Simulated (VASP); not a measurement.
# Ni in VASP: further runs, part 3 of 3

VASP 6.6.1. Earlier steps stand in the parts before.

## (6) Single point, PBE, collinear spin, ferromagnetic start

INCAR

```
SYSTEM = Ni
ALGO     = Damped         ! electronic algorithm
DIPOL    = 0.5 0.5 0.294
EDIFF    = 1E-6           ! SCF threshold, eV
ENCUT    = 700            ! plane-wave cutoff, eV
GGA      = PE             ! functional
IDIPOL   = 3            
ISIF     = 2              ! what is computed and relaxed
ISMEAR   = -1             ! smearing method
ISPIN    = 2              ! spin polarisation
LASPH    = .TRUE.         ! aspherical terms in the spheres
LCHARG   = .FALSE.        ! write CHGCAR
LDIPOL   = .TRUE.       
LMAXMIX  = 4              ! l up to which the mixer works
LORBIT   = 11             ! projections on sites
LREAL    = .FALSE.        ! projectors in reciprocal space
LWAVE    = .FALSE.        ! write WAVECAR
MAGMOM   = 1              ! initial moments
NBANDS   = 9              ! bands
NELM     = 100            ! most SCF steps
PREC     = Accurate       ! precision mode
SIGMA    = 0.05           ! smearing width, eV
TIME     = 0.5
```

KPOINTS

```
k-points
0
G
  9 9 1
  0 0 0
```

POSCAR

```
Ni
1.0
    2.2591100000      0.0000000000      0.0000000000
    0.0000000000      2.2591100000      0.0000000000
    0.0000000000      0.0000000000     23.8000000000
Ni
1
Direct
    0.5000000000      0.5000000000      0.2941200000
```

Potentials or basis: VASP PAW PBE potentials, release 64 (Ni).

Started as:

```bash
$ cat potpaw_PBE.64/Ni/POTCAR > POTCAR
$ mpirun -np 1 vasp_std > vasp.out
```

OUTCAR:

```text
SYSTEM = Ni
   EDIFF = 1E-6
   ENCUT = 700
   GGA = PE
   ISIF = 2
   ISMEAR = -1
   ISPIN = 2
   LASPH = .TRUE.
   LORBIT = 11
   LREAL = .FALSE.
   NELM = 100
   PREC = Accurate

 ion  position               nearest neighbor table
   1  0.500  0.500  0.294-

  LATTYP: Found a simple tetragonal cell.
 ALAT       =     2.2591100000
 C/A-ratio  =    10.5351222384

  Lattice vectors:

 A1 = (   2.2591100000,   0.0000000000,   0.0000000000)
 A2 = (   0.0000000000,   2.2591100000,   0.0000000000)
 A3 = (   0.0000000000,   0.0000000000,  23.8000000000)

Analysis of symmetry for initial positions (statically):
=====================================================================
 Subroutine PRICEL returns:
 Original cell was already a primitive cell.

 Routine SETGRP: Setting up the symmetry group for a
 simple tetragonal supercell.

 Subroutine GETGRP returns: Found 16 space group operations
 (whereof  8 operations were pure point group operations)
 out of a pool of 16 trial point group operations.

The static configuration has the point symmetry C_4v.
 The point group associated with its full space group is D_4h.

Analysis of symmetry for dynamics (positions and initial velocities):
=====================================================================
 Subroutine PRICEL returns:
 Original cell was already a primitive cell.

 Routine SETGRP: Setting up the symmetry group for a
 simple tetragonal supercell.

 Subroutine GETGRP returns: Found 16 space group operations
 (whereof  8 operations were pure point group operations)
 out of a pool of 16 trial point group operations.

The dynamic configuration has the point symmetry C_4v.
 The point group associated with its full space group is D_4h.

Analysis of structural, dynamic, and magnetic symmetry:
=====================================================================
 Subroutine PRICEL returns:
 Original cell was already a primitive cell.
[... 154 lines left out ...]
 fundamental gap:      0.1056544503
 Fermi energy:        -3.8481060196

 spin component 1

 k-point     1 :       0.0000    0.0000    0.0000
  band No.  band energies     occupation
      1      -9.7343      1.00000
      2      -7.6941      1.00000
      3      -5.8530      1.00000
      4      -4.7503      1.00000
      5      -4.7503      1.00000
      6      -4.3994      0.99998
      7      -3.0924      0.00000
      8       0.9929      0.00000
      9       1.4611      0.00000
[... 157 lines left out ...]
 k-point    15 :       0.4444    0.4444    0.0000
  band No.  band energies     occupation
      1      -8.0763      1.00000
      2      -6.2347      1.00000
      3      -6.1892      1.00000
      4      -4.5126      1.00000
      5      -3.6822      0.03459
      6       3.1281      0.00000
      7       4.9154      0.00000
      8       9.2838      0.00000
      9      10.0391      0.00000
 Fermi energy:        -3.8481060196

 spin component 2

 k-point     1 :       0.0000    0.0000    0.0000
  band No.  band energies     occupation
      1      -9.6537      1.00000
      2      -7.0948      1.00000
      3      -5.4432      1.00000
      4      -3.5938      0.00612
      5      -3.5938      0.00612
      6      -3.3280      0.00003
      7      -3.1463      0.00000
      8       0.9450      0.00000
      9       1.5080      0.00000
[... 157 lines left out ...]
 k-point    15 :       0.4444    0.4444    0.0000
  band No.  band energies     occupation
      1      -7.3432      1.00000
      2      -5.2212      1.00000
      3      -5.1659      1.00000
      4      -3.9576      0.89818
      5      -2.9362      0.00000
      6       3.2367      0.00000
      7       5.0076      0.00000
      8       9.3020      0.00000
      9      10.2012      0.00000

------------------------ aborting loop because EDIFF is reached ----------------------------------------

 vacuum level on the upper side and lower side of the slab       (xc-potential included)        -0.019        -0.019

  FORCE on cell =-STRESS in cart. coord.  units (eV):
  Direction    XX          YY          ZZ          XY          YZ          ZX
  --------------------------------------------------------------------------------------
  -------------------------------------------------------------------------------------
  Total       -0.0060970     -0.0060970      0.0022057      0.0000000      0.0000000     -0.0000000
  in kB       -0.0804219     -0.0804219      0.0290939      0.0000000      0.0000000     -0.0000000
  external PRESSURE =      -0.0439166 kB  Pullay stress =       0.0000000 kB

 VOLUME and BASIS-vectors are now :
 -----------------------------------------------------------------------------
  energy-cutoff  :      700.00
  volume of cell :      121.47
      direct lattice vectors                 reciprocal lattice vectors
     2.259110000  0.000000000  0.000000000     0.442652195  0.000000000  0.000000000
     0.000000000  2.259110000  0.000000000     0.000000000  0.442652195  0.000000000
     0.000000000  0.000000000 23.800000000     0.000000000  0.000000000  0.042016807

 POSITION                                       TOTAL-FORCE (eV/Angst)
 -----------------------------------------------------------------------------------
      1.12956      1.12956      7.00006         0.000000      0.000000      0.000000
 -----------------------------------------------------------------------------------
    total drift:                               -0.000000     -0.000000      0.000004

  FREE ENERGIE OF THE ION-ELECTRON SYSTEM (eV)
  ---------------------------------------------------
  free  energy   TOTEN  =        -3.9719330533 eV

  energy  without entropy=       -3.9539046336  energy(sigma->0) =       -3.96291884

 vacuum level on the upper side and lower side of the slab         1.342         1.342

 total charge

# of ion       s       p       d       tot
------------------------------------------
    1        0.539   0.294   8.327   9.161

 magnetization (x)

# of ion       s       p       d       tot
------------------------------------------
    1        0.003  -0.012   0.853   0.844
```

OSZICAR:

```text
N       E                     dE             d eps       ncg     rms           ort
DAV:   1     0.932882888810E+02    0.93288E+02   -0.34292E+03   135   0.102E+03
DAV:   2     0.209921263656E+02   -0.72296E+02   -0.66758E+02   135   0.276E+02
DAV:   3     0.211172679579E+01   -0.18880E+02   -0.18628E+02   135   0.134E+02
DAV:   4    -0.245461681483E+01   -0.45663E+01   -0.45178E+01   135   0.937E+01
DAV:   5    -0.378667869347E+01   -0.13321E+01   -0.13160E+01   135   0.394E+01
SDA:   6    -0.247240941101E+01    0.13143E+01   -0.68927E+01   135   0.138E+02   0.000E+00
DMP:   7    -0.679889016785E+00    0.17925E+01   -0.11876E+02   135   0.292E+02  -0.163E+02
DMP:   8    -0.181889019469E+00    0.49800E+00   -0.20205E+02   135   0.511E+02  -0.321E+02
DMP:   9     0.236816604069E+01    0.25501E+01   -0.17799E+02   135   0.479E+02  -0.370E+02
DMP:  10    -0.702879054954E+00   -0.30710E+01   -0.12938E+02   135   0.372E+02  -0.338E+02
DMP:  11    -0.119380350617E+01   -0.49092E+00   -0.78153E+01   135   0.217E+02  -0.181E+02
DMP:  12    -0.243422980780E+01   -0.12404E+01   -0.64256E+01   135   0.179E+02  -0.152E+02
[... 16 lines left out ...]
DMP:  29    -0.397193231724E+01   -0.12262E-05   -0.83603E-06   135   0.995E-06   0.203E-05
DMP:  30    -0.397193305334E+01   -0.73610E-06   -0.50148E-06   135   0.617E-06   0.116E-05
   1 F= -.39719331E+01 E0= -.39629188E+01  d E =-.180284E-01  mag=     0.8182
```

Wall time 1.7 min (1 thread of Intel Xeon Platinum 8488C (Sapphire Rapids), shared host); peak memory 0.37 GiB.

What came out:

| Item | Value |
| --- | --- |
| Free energy | -3.9719 eV |
| Band gap on the k mesh | none (metal or under the smearing width) |
| Net moment | 0.82 μB per cell |
| Site moments | Ni +0.84 μB |
| Valence electrons inside the program's atomic spheres | Ni 9.16 |

## (7) The runs side by side

| potentials or basis | cutoff (eV) | other keys | gap on the mesh (eV) | moment (μB) |
| --- | --- | --- | --- | --- |
| VASP PAW PBE potentials, release 64 (Ni_sv_GW) | 600 | - | none | 0.82 |
| VASP PAW PBE potentials, release 64 (Ni_GW) | 600 | - | none | 0.82 |
| VASP PAW PBE potentials, release 54 (Ni) | 600 | - | none | 0.82 |
| VASP PAW PBE potentials, release 64 (Ni) | 700 | ALGO = Damped; TIME = 0.5; ENCUT = 700; NBANDS = 9 | none | 0.82 |

Alike in all rows: task single point; level PBE; spin collinear, ferromagnetic start; cell as given; k mesh 9 × 9 × 1; smearing fermi-dirac 0.05 eV.

Absolute energies hang on the potentials; compare differences alone.
